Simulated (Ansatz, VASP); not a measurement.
## AlSi11HO24 (Al-H pair in alpha-quartz): VASP beside Ansatz

One calculation is typed for both programs; each brings its own data sets. How far apart do they land? The cell is taken from a series of runs on this material, whose earlier steps may have relaxed, scaled, displaced or heated it; both programs get it as it stands.

Main program and level: Ansatz 0.2.0; plane waves, with VASP 6.6.1 beside it; single point at HSE06.

**1. Set-up**

The cell holds 37 atoms: 11 Si, 24 O, 1 Al and 1 H. Its edges and angles: a = 7.452 Å, b = 7.452 Å, c = 10.037 Å, α = 70.3°, β = 70.3°, γ = 71.4°. It derives from SiO2 (SiO2 (P3_221)). Nearest the centre at fractional (0.355, 0.472, 0.482): O12 at 0.53 Å, Al36 at 1.35 Å, H37 at 1.59 Å, Si1 at 2.08 Å, O35 at 2.36 Å, O28 at 2.43 Å, O19 at 2.44 Å, O22 at 2.87 Å.

**2. Ansatz: single point, HSE06**

Ansatz runs on its default PAW (the set named soft_2) files.

With cell and atoms fixed, the geometry can't cause a difference; cores, projectors, grids and the points listed under the comparison can.

The input, input.yaml:

```yaml
crystal:
  lattice:
    - [-2.50916922, 4.34600857, 5.50897405]
    - [5.01833843, 0.0, 5.50897405]
    - [5.01833843, 8.69201713, 0.0]
  atoms:
    - { symbol: Si, position: [0.075303859, 0.571230541, 0.447432247] }
    - { symbol: Si, position: [0.578272331, 0.082913981, 0.216168346] }
    - { symbol: Si, position: [0.396339701, 0.921003828, 0.049438487] }
    - { symbol: Si, position: [0.903683029, 0.424720483, 0.273816893] }
    - { symbol: Si, position: [-0.009589921, -0.00628888, 0.261486557] }
    - { symbol: Si, position: [0.504028985, 0.50426467, 0.003415044] }
    - { symbol: O, position: [0.308173738, 0.465535165, 0.454577173] }
    - { symbol: O, position: [0.797628873, 0.976281327, 0.232400189] }
    - { symbol: O, position: [0.433685669, 0.089874365, 0.378457855] }
    - { symbol: O, position: [0.952370644, 0.513564993, 0.098722323] }
    - { symbol: O, position: [0.441282862, 0.687669159, 0.072716762] }
    - { symbol: O, position: [0.947635333, 0.187959296, 0.313009895] }
    - { symbol: O, position: [0.164750927, -0.001348703, 0.11408987] }
    - { symbol: O, position: [0.684897271, 0.514523018, 0.347781222] }
    - { symbol: O, position: [0.053416413, 0.476794741, 0.334463128] }
    - { symbol: O, position: [0.516021919, 0.965426727, 0.137773967] }
    - { symbol: O, position: [0.05471947, 0.803012008, 0.389412594] }
    - { symbol: O, position: [0.56664714, 0.308325857, 0.125637777] }
    - { symbol: Si, position: [0.102154405, 0.575664089, 0.942259663] }
    - { symbol: Si, position: [0.591935395, 0.075110729, 0.715183333] }
    - { symbol: Si, position: [0.395970751, 0.945431005, 0.545683859] }
    - { symbol: Si, position: [0.906595868, 0.43082855, 0.784605275] }
    - { symbol: Si, position: [-0.004344748, 0.0074452, 0.766649399] }
    - { symbol: Al, position: [0.505765532, 0.506667805, 0.507717688] }
    - { symbol: O, position: [0.324207491, 0.487632817, 0.956995923] }
    - { symbol: O, position: [0.816793558, 0.981439066, 0.725365487] }
    - { symbol: O, position: [0.450811103, 0.030517875, 0.879467335] }
    - { symbol: O, position: [0.937717449, 0.514457784, 0.608840914] }
    - { symbol: O, position: [0.415013405, 0.726475503, 0.550046879] }
    - { symbol: O, position: [0.929193143, 0.196877516, 0.831563065] }
    - { symbol: O, position: [0.174636101, 0.044068285, 0.623465905] }
    - { symbol: O, position: [0.687762558, 0.5308551, 0.862515762] }
    - { symbol: O, position: [0.067568838, 0.487211462, 0.828437842] }
    - { symbol: O, position: [0.549155307, 0.962744042, 0.619899512] }
    - { symbol: O, position: [0.065471119, 0.811570863, 0.88693512] }
    - { symbol: O, position: [0.555663678, 0.304487554, 0.64504363] }
    - { symbol: H, position: [0.370234974, 0.314737018, 0.402281681] }
basis:
  ecutwfc: 420
  xc_grid: 2
hamiltonian:
  xc: hse06
kpoints:
  mp_grid: { grid: [1, 1, 1] }
scf:
  occupations: { method: fermi_dirac, width: 0.01 }
  max_iter: 120
output:
  forces: true
checkpoint:
  read: "../relax.run"
```

The run is started by

```
ansatz run input.yaml --threads 2 --pin off --max-ram 3768MiB --backend cpu --events-out ev --progress --plain --runs-dir out
```

Numbers of over 12 decimals in the logs are rounded to 6 here.

The program printed:

```text
Warning: checkpoint.read: the run can stay near the saved state's solution: 2 site(s) moved relative to the saved geometry (max |Δs| = 3.344e-2 fractional); the SCF starts from the saved state under `checkpoint.density_extrapolation: transplant`, in force with no word given; its orbitals are not used off its sites. A run without `checkpoint.read` takes nothing of the state. A lower free energy from it at the same positions (and U, V and field ramp, if any) shows a solution that this start missed, and an equal or higher one rules none out (checkpoint.read, Limitations, in the input reference)
exact exchange: scf.exx.singularity resolves to wigner_seitz, which cuts the screened interaction at the faces of the exchange supercell's Wigner-Seitz cell, so that each pair interacts once, at the shortest of its separations (the periodic images that this leaves out come, for a point-like exchange hole, to about 0.070 eV on a filled level). The cut falls within the interaction's reach, and what an exchange supercel [...]
Engine: ansatz 0.2.0, x86_64-unknown-linux-gnu
Pseudopotentials: kind: paw
Pseudopotential: Si, paw, valence charge 4, recommended cutoff 420 eV (normal), Si.paw.azcp
Pseudopotential: O, paw, valence charge 6, recommended cutoff 420 eV (normal), O.paw.azcp
Pseudopotential: Al, paw, valence charge 3, recommended cutoff 420 eV (normal), Al.paw.azcp
Pseudopotential: H, paw, valence charge 1, recommended cutoff 420 eV (normal), H.paw.azcp
Functional definition: HSE06
  parameter a = 0.25
  parameter omega = 0.11/bohr
  exchange = pbe_x - a*pbe_x_sr(omega) + a*exact_x_sr(omega)
  correlation = pbe_c
Crystal: 37 atoms, lattice volume = 480.597 Å³
Basis set: ecut = 420 eV, 9403 PW (Γ), exchange–correlation on 100×100×144 points (8 copies of the dense FFT grid, shifted against one another)
Bands: 133, of which v1, the nominal top of the filled ones, is band 96 counted from 1 (95 counted from 0)
Symmetry: 1 space group operations
Space group: P1 (ITA 1), of the structure as read, at distance tolerance 7.8e-5 Å
k-points: 1
Non-local potential: Si, projectors of the file, l = 0: 2, l = 1: 2, l = 2: 2
Non-local potential: O, projectors of the file, l = 0: 2, l = 1: 2, l = 2: 1
Non-local potential: Al, projectors of the file, l = 0: 2, l = 1: 2, l = 2: 1
Non-local potential: H, projectors of the file, l = 0: 2, l = 1: 1
PAW form: soft (Blöchl's): semilocal exchange-correlation on the pseudo side does not see the compensation charge
PAW frozen core: Si, regenerated for the run's functional, and the local potential with it (the file was generated under x = pbe(κ = 0.804, μ = 0.219515), c = pbe(β = 0.066725))
PAW frozen core: O, regenerated for the run's functional, and the local potential with it (the file was generated under x = pbe(κ = 0.804, μ = 0.219515), c = pbe(β = 0.066725))
PAW frozen core: Al, regenerated for the run's functional, and the local potential with it (the file was generated under x = pbe(κ = 0.804, μ = 0.219515), c = pbe(β = 0.066725))
PAW one-centre angular grid: Si, 110 points (default); XC on 64 Gauss nodes
PAW one-centre angular grid: O, 110 points (default); XC on 96 Gauss nodes
PAW one-centre angular grid: Al, 110 points (default); XC on 64 Gauss nodes
PAW one-centre angular grid: H, 110 points (default); XC on 64 Gauss nodes
Initial density: read from a saved state, or passed on in memory by an earlier SCF of this step, an earlier step, the calling program or the single point that the run made first, carried with its atoms to this geometry
Initial wavefunctions: pseudopotential atomic-orbital guess
Functional: x = pbe(κ = 0.804, μ = 0.219515), c = pbe(β = 0.066725), warm-up for x = pbe(κ = 0.804, μ = 0.219515) + 0.25 (exact − pbe) at short range (hse, ω = 0.207870 Å⁻¹), c = pbe(β = 0.066725); HSE06 as pw.x's `hse` composes it (authors' and Libxc's form: `xc: wpbeh`)
iter 1 solved again at ethr=2.29e-4 eV; its pass at ethr=1.00e-1 eV (dr2=4.41e-1 eV) is discarded
SCF iter   1: F=—  HF=-21205.516508 eV  |F-HF|=—  |Δ(HF+E_count)|=         —  Δρ=1.06e-2  dr2=4.18e-1  ethr=2.29e-4  ⟨swp⟩=8.0  Hψ=929  notcnv=0
preconditioner: auto → none  [insulator: Δε(μ)=5.249 eV  Ē_g=16.672 eV  σ=0.010 eV  W_gap=1.00  n_scr=102 (ndim 8)  ℏωp=23.5 eV  f_vac=0.161  D(μ)=0.00/eV (n_scr^D=0)]
SCF iter   2: F=—  HF=-21205.417879 eV  |F-HF|=—  |Δ(HF+E_count)|=   9.86e-2  Δρ=6.01e-3  dr2=7.09e-2  ethr=2.18e-4  ⟨swp⟩=7.0  Hψ=385  notcnv=0
SCF iter   3: F=—  HF=-21205.409442 eV  |F-HF|=—  |Δ(HF+E_count)|=   8.44e-3  Δρ=2.48e-3  dr2=1.86e-2  ethr=3.69e-5  ⟨swp⟩=7.0  Hψ=395  notcnv=0
iter 4 solved again at ethr=8.45e-7 eV; its pass at ethr=9.66e-6 eV (dr2=1.62e-3 eV) is discarded
SCF iter   4: F=-21205.406503 eV  HF=-21205.407406 eV  |F-HF|=9.02e-4  |Δ(HF+E_count)|=   2.04e-3  Δρ=6.91e-4  dr2=1.63e-3  ethr=8.45e-7  ⟨swp⟩=2.0  Hψ=601  notcnv=0
SCF 1 stopped early in 4 iterations: F = -21205.406503 eV  dr2 = 1.63e-3
  greatest PAW one-centre occupation: 0.863 electrons in one spin orbital (limit 2), on the O atom at site 13 (counted from 0), in its partial waves of l = 0
Initial density: handed on by an earlier stage of this run
Initial wavefunctions: those handed on with the density
[...]
preconditioner: auto → none  [insulator: Δε(μ)=7.095 eV  Ē_g=19.213 eV  σ=0.010 eV  W_gap=1.00  n_scr=102 (ndim 8)  ℏωp=23.5 eV  f_vac=0.149  D(μ)=0.00/eV (n_scr^D=0)]
SCF iter   2: F=—  HF=-21209.478053 eV  |F-HF|=—  |Δ(HF+E_count)|=   5.65e-2  Δρ=2.32e-3  dr2=1.58e-2  ethr=8.47e-6  ⟨swp⟩=5.0  Hψ=445  notcnv=0
SCF iter   3: F=—  HF=-21209.537453 eV  |F-HF|=—  |Δ(HF+E_count)|=   5.94e-2  Δρ=1.18e-3  dr2=5.82e-3  ethr=5.35e-6  ⟨swp⟩=5.0  Hψ=434  notcnv=0
SCF iter   4: F=—  HF=-21209.535872 eV  |F-HF|=—  |Δ(HF+E_count)|=   1.58e-3  Δρ=2.92e-4  dr2=2.92e-4  ethr=2.95e-6  ⟨swp⟩=3.0  Hψ=371  notcnv=0
SCF iter   5: F=—  HF=-21209.536465 eV  |F-HF|=—  |Δ(HF+E_count)|=   5.93e-4  Δρ=1.73e-4  dr2=1.11e-4  ethr=1.21e-7  ⟨swp⟩=5.0  Hψ=398  notcnv=0
SCF iter   6: F=-21209.536445 eV  HF=-21209.536447 eV  |F-HF|=2.28e-6  |Δ(HF+E_count)|=   1.77e-5  Δρ=3.22e-5  dr2=6.89e-6  ethr=5.57e-8  ⟨swp⟩=3.0  Hψ=270  notcnv=0
SCF 2 stopped early in 6 iterations: F = -21209.536445 eV  dr2 = 6.89e-6
  Residual-converged pass: ⟨swp⟩=4.0  Hψ=398  notcnv=0  max |occ|·‖R‖ = 5.3e-6 eV (tolerance 6.7e-6 eV)  dr2=6.88e-6  dr2_onsite=2.90e-7  max |Δocc| = 0.0e0
  greatest PAW one-centre occupation: 0.867 electrons in one spin orbital (limit 2), on the O atom at site 13 (counted from 0), in its partial waves of l = 0
hybrid outer 1: dexx = +6.599e-2 eV, tail = 6.91e-5 eV
Exchange kernel: α = 0.2500, screened, ω = 0.2079 Å⁻¹, Wigner–Seitz truncation, v(0) = 764.3003 eV·Å³, q-mesh 1×1×1, nearest image of the exchange supercell L = 7.45 Å, pair-density grid 36×36×45, without the augmentation charges, whose exchange is taken in its separable form (sized by the pseudopotential files, 48×48×64 at the most)
Frozen-core exchange: fock
SCF iter   1: F=—  HF=-21209.535629 eV  |F-HF|=—  |Δ(HF+E_count)|=         —  Δρ=5.71e-5  dr2=1.09e-5  ethr=1.80e-7  ⟨swp⟩=8.0  Hψ=406  notcnv=0
preconditioner: auto → none  [insulator: Δε(μ)=7.059 eV  Ē_g=19.193 eV  σ=0.010 eV  W_gap=1.00  n_scr=102 (ndim 8)  ℏωp=23.5 eV  f_vac=0.161  D(μ)=0.00/eV (n_scr^D=0)]
SCF iter   2: F=—  HF=-21209.535626 eV  |F-HF|=—  |Δ(HF+E_count)|=   3.12e-6  Δρ=1.35e-5  dr2=4.32e-7  ethr=5.29e-9  ⟨swp⟩=3.0  Hψ=299  notcnv=0
SCF iter   3: F=—  HF=-21209.535626 eV  |F-HF|=—  |Δ(HF+E_count)|=   7.00e-7  Δρ=6.60e-6  dr2=1.09e-7  ethr=1.84e-10  ⟨swp⟩=7.0  Hψ=374  notcnv=0
SCF iter   4: F=-21209.535626 eV  HF=-21209.535626 eV  |F-HF|=1.45e-9  |Δ(HF+E_count)|=   7.41e-9  Δρ=1.59e-6  dr2=5.64e-9  ethr=5.17e-11  ⟨swp⟩=3.0  Hψ=292  notcnv=0
SCF 3 converged in 4 iterations: F = -21209.535626 eV  dr2 = 5.64e-9
  Residual-converged pass: ⟨swp⟩=3.0  Hψ=305  notcnv=0  max |occ|·‖R‖ = 1.5e-6 eV (tolerance 1.9e-6 eV)  dr2=5.84e-9  dr2_onsite=3.28e-10  max |Δocc| = 0.0e0
hybrid outer 2: dexx = +7.052e-7 eV, tail = 2.10e-8 eV, Δε = 1.20e-3 eV (about 2.24e-5 eV left of the loop's levels), ΔF = 2.73e-3 eV/Å (tail 2.76e-4)
hybrid SCF converged: 2 outer / 10 inner (+4 warm-up), last move |dexx| = 7.05e-7 eV, tail = 2.10e-8 eV
Stability not checked: this state was not tested for a lower state beside it, because the functional holds exact exchange (a hybrid, or Hartree-Fock), whose exchange loop this test does not read (fock_operator; see scf.lower_state_search)
Free energy (F): -21209.535626 eV
Frozen-core exchange: fock
Harris-Foulkes:  -21209.535626 eV  (|F-HF|=1.45e-9)
Internal energy: -21209.535626 eV  (E = F + TS)
E sigma→0 (E₀):  -21209.535626 eV
Fermi energy:    4.466144 eV
--- Per-component energies (eV) ---
  E_band       = -1257.084932
  E_kinetic    = 4848.757185
  E_local      = -12335.715810  (includes V_loc(G=0)·N_el)
  E_nonlocal   = 1397.214185
  E_hartree    = 4479.944632
  E_xc         = -1966.122199
  E_vxc        = -2265.277020  (∫ρ·V_xc dr)
  E_exx        = -552.273614  (= α·E_x^exact, valence–valence)
  E_paw        = -9862.996267  (= ΣΔE_a)
  E_vpaw       = -757.466758  (= ΣTr[D̂ρ^β])
  E_aug_tail   = 0.061170  (compensation charges beyond the density's cutoff)
  E_ewald      = -7217.069918
  E_core_change = -1.334965  (= ΣΔE_core)
  E_smearing   = -0.000000  (= −TS)
  E_closure    = -0.000025  (closes the sum)
  Σ components = -21209.535626   (vs F -21209.535626, Δ=0.00e0)
--- Forces (eV/Å), atoms counted from 1 ---
  atom   1  Si    -0.65301546     0.63424390     0.33310154
  atom   2  Si    -0.70606137    -0.43816797     0.42425725
  atom   3  Si    -0.04532423    -0.09412315    -0.11235081
  atom   4  Si     0.15068139     0.06812758     0.07539177
  atom   5  Si    -0.07404262     0.23491870     0.00162131
  atom   6  Si     0.06565129    -0.13624192     0.09948691
  atom   7  O     -3.68549836    -0.59023479    -1.50779130
  atom   8  O      0.17586043    -0.12844804    -0.15624085
  atom   9  O      0.96832032    -0.22766658     0.55547741
  atom  10  O     -0.02532048    -0.03093942     0.00873721
  atom  11  O     -0.01290374    -0.00562993     0.01801426
  atom  12  O     -0.04547221    -0.01326809    -0.03266731
  atom  13  O      0.00366048    -0.01448415     0.02666713
  atom  14  O     -0.08757000     0.00785316     0.09983317
  atom  15  O     -0.07676843    -0.23029341    -0.15594680
  atom  16  O      0.14672976     0.16829074     0.06990814
  atom  17  O      0.22161947    -0.26553161     0.11644226
  atom  18  O     -0.00201305     0.17820045    -0.17546208
  atom  19  Si    -0.01665323    -0.03529384    -0.05474730
  atom  20  Si     0.11892895    -0.01747485     0.15795187
  atom  21  Si     0.13886240     0.73986117    -0.63212024
  atom  22  Si    -0.10613251    -0.14808090     0.13520015
  atom  23  Si     0.05614804    -0.00231020    -0.02660020
  atom  24  Al    -0.10257905    -0.43075950    -0.49823237
[...]
atom  30  O     -0.02809000     0.02774888    -0.04369490
  atom  31  O     -0.14740383    -0.05084689     0.09795171
  atom  32  O      0.05621822     0.03773653    -0.06350331
  atom  33  O      0.03462143     0.05079151     0.00260269
  atom  34  O     -0.06138419    -0.17650752    -0.03701994
  atom  35  O      0.00727085    -0.00562035     0.02428442
  atom  36  O     -0.06521783     0.15554114    -0.03656289
  atom  37  H      3.41479733     0.64013940     1.14242170
  max |Σ_I F_I| component: 7.80e-5 eV/Å
--- Band table (eV) ---
  k-point 0: bands = [... 92 lower, 0.5821, 0.6512, 0.7658, 0.9370, 7.9953]
  guard bands above this table: 36 of the run's 133 bands. The solve was not asked for them (output.publish_guard_bands: true or output.eigenvalues: true publishes all)
```

[end of part 1 of 2]

[Lines on the potential files, build, host, timing and source positions are cut from VASP's logs without a mark.]

[Logs are printed without paths, hosts, clocks, repeated set-up lines and the standing remarks that a program may print on its own settings, such as how far it seeks lower states.]

[Hosts, paths, dates, database ids (printed as entryN), source tags and the programs' standing remarks are cut or masked in the printed files.]
